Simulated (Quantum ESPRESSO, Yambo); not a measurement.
# Quasiparticle gap of CdS (Hawleyite) in Yambo, part 2 of 2

Aim: the G0W0 gap of CdS (Hawleyite) on PBE, step by step.

Quantum ESPRESSO 7.5 and Yambo 5.3.0; PBE and many-body steps on it, plane waves. Known limits of the many-body steps: not at the basis limit; no spin-orbit coupling; coarse k mesh.

So far. Step 2 (Ground state): The gap is direct, at Γ. Step 3 (Bands along the symmetry lines): The gap is 1.145 eV, as in the run before at this level.

### Step 4. Empty states on the mesh, 4×4×4 mesh, 194 bands

Level of this step: DFT, PBE, plane waves, norm-conserving pseudopotentials (Quantum ESPRESSO).

The sums over transitions need many empty states on a uniform mesh; this step solves for them.

File pw.in:

```
&control
  calculation = 'nscf'
  prefix = 'x'
  outdir = 'o'
  pseudo_dir = 'pseudo'
/
&system
  ibrav = 0
  nat = 2
  ntyp = 2
  ecutwfc = 94.0
  nbnd = 194
  force_symmorphic = .true.
/
&electrons
  conv_thr = 1e-9
  electron_maxstep = 80
  diago_full_acc = .true.
  diago_thr_init = 5e-6
/
ATOMIC_SPECIES
  Cd 112.41 Cd.upf
  S 32.06 S.upf
CELL_PARAMETERS angstrom
  -0.0000000000 2.9165000000 2.9165000000
  2.9165000000 -0.0000000000 2.9165000000
  2.9165000000 2.9165000000 -0.0000000000
ATOMIC_POSITIONS crystal
  Cd 0.0000000000 0.0000000000 0.0000000000
  S 0.2500000000 0.2500000000 0.2500000000
K_POINTS automatic
  4 4 4 0 0 0
```

On the command line:

```console
OMP_NUM_THREADS=1 mpirun -n 4 pw.x -nk 4 -in pw.in > pw.out
```

The log of the run:

```text
[banner, memory and clock lines left out]
Program PWSCF v.7.5 starts

     Atomic positions and unit cell read from directory:
     o/x.save/

     Message from routine setup:
     using ibrav=0 with symmetry is DISCOURAGED, use correct ibrav instead

     G-vector sticks info

     bravais-lattice index     =            0
     lattice parameter (alat)  =       7.7943  a.u.
     unit-cell volume          =     334.8209 (a.u.)^3
     number of atoms/cell      =            2
     number of atomic types    =            2
     number of electrons       =        26.00
     number of Kohn-Sham states=          194
     kinetic-energy cutoff     =      94.0000  Ry
     charge density cutoff     =     376.0000  Ry
     Exchange-correlation= PBE
                           (   1   4   3   4   0   0   0)

     celldm(1)=   7.794277  celldm(2)=   0.000000  celldm(3)=   0.000000
     celldm(4)=   0.000000  celldm(5)=   0.000000  celldm(6)=   0.000000

     crystal axes: (cart. coord. in units of alat)
               a(1) = (  -0.000000   0.707107   0.707107 )
               a(2) = (   0.707107  -0.000000   0.707107 )
               a(3) = (   0.707107   0.707107  -0.000000 )

     reciprocal axes: (cart. coord. in units 2 pi/alat)
               b(1) = ( -0.707107  0.707107  0.707107 )
               b(2) = (  0.707107 -0.707107  0.707107 )
               b(3) = (  0.707107  0.707107 -0.707107 )
     Pseudo is Norm-conserving + core correction, Zval = 20.0
     Generated using ONCVPSP code by D. R. Hamann
     Using radial grid of 1368 points,  6 beta functions with:
     Pseudo is Norm-conserving + core correction, Zval =  6.0
     Generated using ONCVPSP code by D. R. Hamann
     Using radial grid of 1146 points,  6 beta functions with:
     Cd               20.00   112.41000     Cd( 1.00)
     S                 6.00    32.06000     S ( 1.00)

     24 Sym. Ops. (no inversion) found

   Cartesian axes

     site n.     atom                  positions (alat units)
         1        Cd     tau(   1) = (   0.0000000   0.0000000   0.0000000  )
         2        S      tau(   2) = (   0.3535534   0.3535534   0.3535534  )

     number of k points=     8
                       cart. coord. in units 2pi/alat
        k(    1) = (   0.0000000   0.0000000   0.0000000), wk =   0.0312500
        k(    2) = (   0.1767767   0.1767767  -0.1767767), wk =   0.2500000
        k(    3) = (  -0.3535534  -0.3535534   0.3535534), wk =   0.1250000
[...]
k(    7) = (  -0.7071068   0.0000000   0.0000000), wk =   0.0937500
        k(    8) = (  -0.7071068   0.3535534   0.0000000), wk =   0.1875000

     Dense  grid:    41151 G-vectors     FFT dimensions: (  50,  50,  50)

     The potential is recalculated from file :
     o/x.save/charge-density

     Starting wfcs are   14 randomized atomic wfcs +  180 random wfcs

     Band Structure Calculation

     End of band structure calculation

          k = 0.0000 0.0000 0.0000 (  5065 PWs)   bands (ev):

   -94.3756 -55.4396 -55.4396 -55.4396  -5.3823  -0.7407  -0.7407  -0.7407
    -0.2617  -0.2617   6.9821   6.9821   6.9821   8.1268  13.5132  13.5132
    13.5132  18.3635  18.3635  18.4326  20.2843  20.2843  20.2843  22.5626
[...]
[... 13 further rows ...]
[...]
138.4447 140.1578

          k = 0.1768 0.1768-0.1768 (  5156 PWs)   bands (ev):

[...]
[... 13 further rows ...]
[...]
136.2625 136.8904

          k =-0.3536-0.3536 0.3536 (  5168 PWs)   bands (ev):

[...]
65.8940  67.6525  67.7258  67.7258  68.1298  68.1298  69.2984  69.8215
     [... 13 further rows ...]
   131.7979 131.9626 131.9626 134.1669 134.1669 135.8016 135.8016 136.3122
   137.6539 137.7365

          k = 0.3536 0.0000 0.0000 (  5105 PWs)   bands (ev):

     [... further k-points ...]

     highest occupied, lowest unoccupied level (ev):     6.9821    8.1268

     XML data file, pseudopotentials, collected wavefunctions
```

Wall time 19 s (4 MPI ranks of Arm Neoverse V2, shared host); peak memory 0.55 GiB.

This step gave:

| Property | Result |
| --- | --- |
| gap | 1.145 eV |
| k of the valence top | 0, 0, 0 |
| k of the conduction bottom | 0, 0, 0 |
| least direct gap | 1.145 eV |
| k points computed | 8 |
| lowest point of the top converged band, above the valence top | 125.6039 eV |

On this mesh the gap is 1.145 eV.

### Step 5. Conversion and set-up

This step: Yambo 5.3.0; conversion and set-up on PBE, plane waves, norm-conserving pseudopotentials.

The states are converted to the many-body program's format and the q mesh is built.

On the command line:

```console
(cd o/x.save; p2y > p2y.log; mv SAVE ../..); yambo > setup.log
```

The log of the run:

```text
 Yambo, version 5.3.0

 [02] CORE Variables Setup
 =========================

  [02.01] Unit cells
  ==================

  Cell kind             :  FCC
  Atoms in the cell     :  Cd  S
  number of Cd atoms    :  1
  number of S  atoms    :  1

  List of atomic masses
  Mass of Cd    :  112.4100
  Mass of S     :  32.06000

  List of atomic coordinates    : [cc]
  Cd1       :  0.000000  0.000000  0.000000  order 1
  S1       :  2.755693  2.755693  2.755693  order 2

  Alat factors          :  5.511386  5.511386  5.511386 [a.u.]
  Direct lattice volume :  334.8209 [a.u.]
  Direct lattice vectors:  A[ 1 ]  A[ 2 ]  A[ 3 ]
   A[ 1 ]: -0.000000  1.000000  1.000000  [iru]
  -0.000000  5.511386  5.511386  [cc]
   A[ 2 ]:  1.000000 -0.000000  1.000000  [iru]
   5.511386 -0.000000  5.511386  [cc]
   A[ 3 ]:  1.000000  1.000000 -0.000000  [iru]
   5.511386  5.511386 -0.000000  [cc]

  Recip. lattice volume :  0.740845 [a.u.]
  Recip. lattice vectors:  B[ 1 ]  B[ 2 ]  B[ 3 ]
   B[ 1 ]: -0.500000  0.500000  0.500000  [iku]
  -0.570019  0.570019  0.570019  [cc]
   B[ 2 ]:  0.500000 -0.500000  0.500000  [iku]
   0.570019 -0.570019  0.570019  [cc]
   B[ 3 ]:  0.500000  0.500000 -0.500000  [iku]
   0.570019  0.570019 -0.570019  [cc]

  [02.02] Symmetries
  ==================

  Inversion symmetry    : yes
  Spatial inversion     : no
  Inversion index       :  25
  K-space Time-reversal : yes
  Magnetic symmetries   : no
  Time-reversal derived K-space symmetries:   25   48
  Group table correct   : yes
  Symmetries units      :  [cc]

   [S  1]:   1.0000     -0.15363E-16 -0.15363E-16 -0.15363E-16   1.0000      0.15363E-16  0.15363E-16  0.15363E-16   1.0000
   [S  2]:  -1.0000      0.15363E-16 -0.15363E-16  0.15363E-16  -1.0000      0.15363E-16 -0.15363E-16 -0.15363E-16   1.0000
   [S  3]:  -1.0000     -0.15363E-16  0.15363E-16  0.15363E-16   1.0000     -0.15363E-16 -0.15363E-16  0.15363E-16  -1.0000
[...]
[S  9]: -0.15363E-16   1.0000     -0.15363E-16  0.15363E-16 -0.15363E-16   1.0000       1.0000      0.15363E-16  0.15363E-16
   [S 10]: -0.15363E-16  -1.0000      0.15363E-16  0.15363E-16  0.15363E-16  -1.0000       1.0000     -0.15363E-16 -0.15363E-16
     [... 36 further rows ...]
   [S*47]:   1.0000     -0.15363E-16  0.15363E-16 -0.15363E-16  0.15363E-16  -1.0000      0.15363E-16   1.0000     -0.15363E-16
   [S*48]:   1.0000      0.15363E-16 -0.15363E-16 -0.15363E-16 -0.15363E-16   1.0000      0.15363E-16  -1.0000      0.15363E-16

  [02.03] Reciprocal space
  ========================

  nG shells         :   388
  nG charge         :   41151
  nG WFs            :   6151
  nC WFs            :   5180
  G-vecs. in first 38 shells:  [ Number ]
     1    9   15   27   51   59   65   89  113
    137   169   181   229   259   283   307   331   339
    387   411   459   531   537   561   609   645   701
[...]
1139  1211
  ...
[...]
K/Q-points units:
  rlu = crystal or reduced units; cc = cartesian coordinates; iku = interal k-units

  K [1]          [rlu]:  0.000000  0.000000  0.000000
         WF components:   5065
  K [2]          [rlu]: -0.74775E-17 -0.74775E-17  0.25000
         WF components:   5156
  K [3]          [rlu]:  0.14955E-16  0.14955E-16 -0.50000
         WF components:   5168
  K [4]          [rlu]: -0.62139E-17  0.25000      0.25000
         WF components:   5105
  K [5]          [rlu]: -0.19138E-17  0.25000     -0.50000
         WF components:   5165
  [... 2 further k-points ...]
  K [8]          [rlu]:  0.250000 -0.500000 -0.250000
         WF components:   5180

  [02.05] Energies & Occupations
  ==============================

  [X] === General ===
  [X] Electronic Temperature                        :  0.000000  0.000000 [eV K]
  [X] Bosonic    Temperature                        :  0.000000  0.000000 [eV K]
  [X] Finite Temperature mode                       : no
  [X] El. density                                   :  0.52403E+24 [cm-3]
  [X] Fermi Level                                   :  6.982057 [eV]

  [X] === Gaps and Widths ===
  [X] Conduction Band Min                           :  1.144724 [eV]
  [X] Valence Band Max                              :  0.000000 [eV]
  [X] Filled Bands                                  :  13
  [X] Empty Bands                                   :   14  194
  [X] Direct Gap                                    :  1.144724 [eV]
  [X] Direct Gap localized at k                     :  1
  [X] Indirect Gap                                  :  1.144724 [eV]
  [X] Indirect Gap between kpts                     :  1  1
  [X] Last valence band width                       :  2.183510 [eV]
  [X] 1st conduction band width                     :  4.279643 [eV]

  E @ K [1]:  [eV]
  -101.3576  -62.4216  -62.4216  -62.4216  -12.3643   -7.7227   -7.7227   -7.7227
   -7.2437      -7.2437     -0.11035E-08 -0.87122E-09   0.0000       1.1447       6.5312       6.5312
    6.53119  11.38146  11.38146  11.45052  13.30225  13.30225  13.30225  15.58051
[...]
occ @ K [1]
[...]
E @ K [2]:  [eV]
[...]
occ @ K [2]
[...]
E @ K [3]:  [eV]
[...]
occ @ K [3]
[...]
E @ K [4]:  [eV]
[...]
occ @ K [4]
[...]
E @ K [5]:  [eV]
[...]
occ @ K [5]
[...]
[... 2 further k-points ...]
  E @ K [8]:  [eV]
[...]
occ @ K [8]
[...]
0.000000  0.000000  0.000000  0.000000  0.000000  0.000000  0.000000  0.000000
   0.000000  0.000000  0.000000  0.000000  0.000000  0.000000  0.000000  0.000000

 [03] Transferred momenta grid and indexing
 ==========================================

 IBZ Q-points                                      :   8
 BZ  Q-points                                      :   64

 K/Q-points units:
 rlu = crystal or reduced units; cc = cartesian coordinates; iku = interal k-units

 Q [1]          [rlu]:  0.000000  0.000000  0.000000
 Q [2]          [rlu]: -0.40681E-17 -0.40681E-17  0.25000
 Q [3]          [rlu]:  0.81362E-17  0.81362E-17 -0.50000
[...]
Q [7]          [rlu]:  0.12428E-16 -0.50000     -0.50000
 Q [8]          [rlu]:  0.250000 -0.500000 -0.250000

  [03.01] X indexes
  =================

   [03.01.01] Sigma indexes
   ========================

 [06] Game Over & Game summary
```

Run time: 2.5 s. Hardware: 1 MPI rank; peak memory 0.25 GiB.

### Step 6. Screening and self-energy, 4×4×4 mesh, 194 bands, screening to 217.7 eV

G0W0 replaces the xc potential by the self-energy, built once from these orbitals. Only a window of levels is corrected, while the sums run over the empty bands that the input names.

This step: G0W0 on PBE, plane waves, norm-conserving pseudopotentials.

File gw1.in:

```
HF_and_locXC
gw0
dyson
ppa
em1d
rim_cut
RandQpts= 1000000
RandGvec= 1 RL
EXXRLvcs= 94 Ry
VXCRLvcs= 376 Ry
Chimod= "HARTREE"
% BndsRnXp
 1 | 194 |
%
NGsBlkXp= 16 Ry
% LongDrXp
 1 | 1 | 1 |
%
% GbndRnge
 1 | 194 |
%
DysSolver= "n"
ExtendOut
PPAPntXp= 27.21138 eV
% QPkrange
 1 | 1 | 12 | 15 |
%
```

On the command line:

```console
OMP_NUM_THREADS=1 mpirun -n 4 yambo -F gw1.in -J gw1 -C gw1 > gw1.log
```

The log of the run:

```text
 Yambo, version 5.3.0

 [02] CORE Variables Setup
 =========================

  [... cell, symmetries and grids as in the set-up ...]

  [02.05] Energies & Occupations
  ==============================

  [X] === General ===
  [X] Electronic Temperature                        :  0.000000  0.000000 [eV K]
  [X] Bosonic    Temperature                        :  0.000000  0.000000 [eV K]
  [X] Finite Temperature mode                       : no
  [X] El. density                                   :  0.52403E+24 [cm-3]
  [X] Fermi Level                                   :  6.982057 [eV]

  [X] === Gaps and Widths ===
  [X] Conduction Band Min                           :  1.144724 [eV]
  [X] Valence Band Max                              :  0.000000 [eV]
  [X] Filled Bands                                  :  13
  [X] Empty Bands                                   :   14  194
  [X] Direct Gap                                    :  1.144724 [eV]
  [X] Direct Gap localized at k                     :  1
  [X] Indirect Gap                                  :  1.144724 [eV]
  [X] Indirect Gap between kpts                     :  1  1
  [X] Last valence band width                       :  2.183510 [eV]
  [X] 1st conduction band width                     :  4.279643 [eV]

 [03] Transferred momenta grid and indexing
 ==========================================

 IBZ Q-points                                      :   8
 BZ  Q-points                                      :   64

 K/Q-points units:
 rlu = crystal or reduced units; cc = cartesian coordinates; iku = interal k-units

 Q [1]          [rlu]:  0.000000  0.000000  0.000000
 Q [2]          [rlu]: -0.40681E-17 -0.40681E-17  0.25000
 Q [3]          [rlu]:  0.81362E-17  0.81362E-17 -0.50000
 Q [4]          [rlu]: -0.62139E-17  0.25000      0.25000
 Q [5]          [rlu]: -0.38278E-17  0.25000      0.50000
 Q [6]          [rlu]:  0.81362E-17  0.25000     -0.25000
 Q [7]          [rlu]:  0.12428E-16 -0.50000     -0.50000
 Q [8]          [rlu]:  0.250000 -0.500000 -0.250000

 [04] Coloumb potential Random Integration (RIM)
 ===============================================

  [04.01] RIM initialization
  ==========================

  * Diagonal components only detected *

  8 x (sBL volume)        :  0.092606 [a.u.]
  sBZ random points       :  1000000
  Points outside the sBZ  :   7987327
  RL volume               :  0.740845 [a.u.]
  Integrated volume       :  0.742020 [a.u.]

  [04.02] RIM integrals
  =====================

  Gamma point sphere radius             :  0.082066 [a.u.]
  Points outside the sphere             :   799513
  [Int_sBZ(q=0) 1/q^2]*(Vol_sBZ)^(-1/3) =:  7.764325
                                 should be <:  7.795600

  Summary of Coulomb integrals for non-metallic bands |Q|[au] RIM/Bare

  Q [1] 0.100000E-4 0.995988 * Q [2] 0.246825 1.065884
  Q [4] 0.285009 1.064810 * Q [6] 0.403064 1.027704
  Q [5] 0.472634 1.020409 * Q [3] 0.493651 1.018308
  Q [7] 0.570019 1.014905 * Q [8] 0.637300 1.011860

 [05] Dipoles
 ============

  [05.01] Setup: observables and procedures
  =========================================

 [06] Dynamic Dielectric Matrix (PPA)
 ====================================

 [WR./gw1//ndb.pp]---------------------------------------------------------------
  Brillouin Zone Q/K grids (IBZ/BZ)                :    8   64    8   64
  RL vectors                                       :   6183 [WF]
  Coulomb cutoff potential                         : none
  Electronic Temperature                           :  0.000000 [K]
  Bosonic    Temperature                           :  0.000000 [K]
  PPA    diel. fun.  energies                      : Perdew, Burke & Ernzerhof(X)+Perdew, Burke & Ernzerhof(C)
  wavefunctions                                    : Perdew, Burke & Ernzerhof(X)+Perdew, Burke & Ernzerhof(C)
  Global Gauge                                     : length
  X matrix size                                    :   387
  X band range                                     :    1  194
  X e/h energy range                               : -1.000000 -1.000000 [eV]
  X Time ordering                                  : R
  X Hxc Kernel                                     : HARTREE
  X Drude frequency                                :  0.000000  0.000000
  X poles                                          :  100.0000 [o/o]
  RL vectors in the sum                            :   6183
  [r,Vnl] included                                 : yes
  Field direction                                  :  0.577350E-5  0.577350E-5  0.577350E-5
  BZ energy Double Grid                            : no
  BZ energy DbGd points                            : 0
  BZ Q point size factor                           : -1.000000
  X Optical Averaged directions                    : none

 [07] Local Exchange-Correlation + Non-Local Fock
 ================================================

 [VXC] Plane waves :   41151
 [EXS] Plane waves :   5161

 QP @ state[ 1 ] K range:  1  1
 QP @ state[ 1 ] b range:  12  15

 [xc] Functional : Perdew, Burke & Ernzerhof(X)+Perdew, Burke & Ernzerhof(C)
 [xc] LIBXC used to calculate xc functional
  PP Number of Atomic Species                      :  2
  NLCC RL compoments                               :   41151
  PP Number of Atomic Species                      :  2
  NLCC RL compoments                               :   41151

 [xc] E_xc :  -17.59455 [Ha]
      E_xc :  -35.18910 [Ry]

  Local XC kind (lXC) : Perdew, Burke & Ernzerhof(X)+Perdew, Burke & Ernzerhof(C)
  Non-Local XC kind (nlXC) : Hartree-Fock

  Corrections @ K [1] :  [eV]
 <12|nlXC|12> = -18.34335  0.32427E-17 <12|lXC|12> = -15.38909 -0.16521E-15
 <13|nlXC|13> = -18.34338  0.11708E-16 <13|lXC|13> = -15.38909  0.15194E-15
 <14|nlXC|14> = -6.737015  0.23951E-17 <14|lXC|14> = -10.63635  0.37763E-15
 <15|nlXC|15> = -5.837945  0.19323E-17 <15|lXC|15> = -10.64223  0.70806E-16

 [08] Dyson equation: Newton solver
 ==================================

  [08.01] G0W0 (W PPA)
  ====================

  [  GW  ] Bands range     :    1  194
  [GW/PPA] G damping       :  0.100000 [eV]

  QP @ state[ 1 ] K range:  1  1
  QP @ state[ 1 ] b range:  12  15

   Sc/G bands                                       :    1  194
   Sc/G damping                                     :  0.100000 ev
   Sc bands terminator                              : no
   Sx RL components                                 :   5161

   QP @ state[ 1 ] K range                          :  1  1
   QP @ state[ 1 ] b range                          :  12  15
   GF energies kind                                 : Perdew, Burke & Ernzerhof(X)+Perdew, Burke & Ernzerhof(C)
   GF WF`s kind                                     : Perdew, Burke & Ernzerhof(X)+Perdew, Burke & Ernzerhof(C)
   Xs energies kind                                 : Perdew, Burke & Ernzerhof(X)+Perdew, Burke & Ernzerhof(C)
   Xs WF`s kind                                     : Perdew, Burke & Ernzerhof(X)+Perdew, Burke & Ernzerhof(C)

 [11] Game Over & Game summary
```

It took 2.9 min on 4 MPI ranks; peak memory 1.9 GiB; 11 min of CPU time.

Numbers from this step:

```
G0W0 gap on the points computed              : 2.173 eV
starting gap on the mesh                     : 1.145 eV
k of the valence top                         : 0, 0, 0
k of the conduction bottom                   : 0, 0, 0
least direct G0W0 gap on the computed points : 2.173 eV
Z at the valence top                         : 0.7857
Z at the conduction bottom                   : 0.8154
```

The gap on the mesh goes from 1.14 eV to 2.17 eV, a correction of +1.03 eV.

Limits: finite bands, cutoff and mesh; no spin-orbit coupling; coarse k mesh. v1 is the top filled band, c1 the lowest empty one. The levels before and after the correction (eV, zero at the valence-band top of each column):

```tsv
	conduction bottom	valence top
Kohn-Sham	1.14	0.00
G0W0	2.17	0.00
```

```tsv
	level	energy (eV)
Kohn-Sham	Γ v2-v1	0.000
Kohn-Sham	Γ c1	1.145
Kohn-Sham	Γ c2	6.531
G0W0	Γ v2-v1	0.000
G0W0	Γ c1	2.173
G0W0	Γ c2	7.819
```

### Step 7. Where the time went

Times are wall times on the hardware named with each run, good to a factor of about two.

```tsv
step	time	share	memory (GiB)
ground state	7.5 s	4 %	0.29
bands along the symmetry lines	6.5 s	3 %	0.25
empty states on the mesh	19 s	9 %	0.55
conversion and set-up	2.5 s	1 %	0.25
screening and self-energy	2.9 min	83 %	1.9
```

### Step 8. Outcome

```
PBE gap              : 1.14 eV, direct
G0W0 gap on the mesh : 2.17 eV
GW settings          : 4×4×4 mesh, 194 bands, screening to 217.7 eV, Godby-Needs plasmon pole
known limits         : not at the basis limit; no spin-orbit coupling; coarse k mesh
```

What this shows: G0W0 moves the gap on the mesh from 1.14 eV to 2.17 eV (+1.03 eV), with Z of 0.79 and 0.82 at the edges. Only 1 of the mesh's irreducible points was corrected, so a valley elsewhere could overtake. The dearest step here is «screening and self-energy». Against experiment, by G0W0@PBE: the gap of 2.17 eV lies −0.25 eV from the measured 2.42 eV (optical, 1995). An exciton line or allowed optical edge lies below the quasiparticle gap by the binding energy; a forbidden edge can push the onset above it. The calculation has static nuclei and no excitons; a measured gap holds zero-point and thermal motion, which mostly lowers it. Bands and cutoff are finite, so the gap is not at the basis limit. The miss can reach some tenths of an eV and take either sign; the mesh is an error of its own. In the G0W0 run levels were corrected at 1 k point alone, so a gap called «on the mesh» is the least over those, and an edge elsewhere would be missed. The 4×4×4 mesh is coarse for this cell, which bears on the long-range parts of exchange and screening. The many-body steps are scalar-relativistic: spin-orbit coupling is not in them.

[Paths, hosts, dates, memory and timing lines, banners, echoed tables and standing remarks are left out of the program output.]

[Logs are printed without paths, hosts, clocks, repeated set-up lines and the standing remarks that a program may print on its own settings, such as how far it seeks lower states.]

[Runs of the session that timed out or met a known fault of the program may be left out.]

[Hosts, paths, dates, database ids (printed as entryN), source tags and the programs' standing remarks are cut or masked in the printed files.]
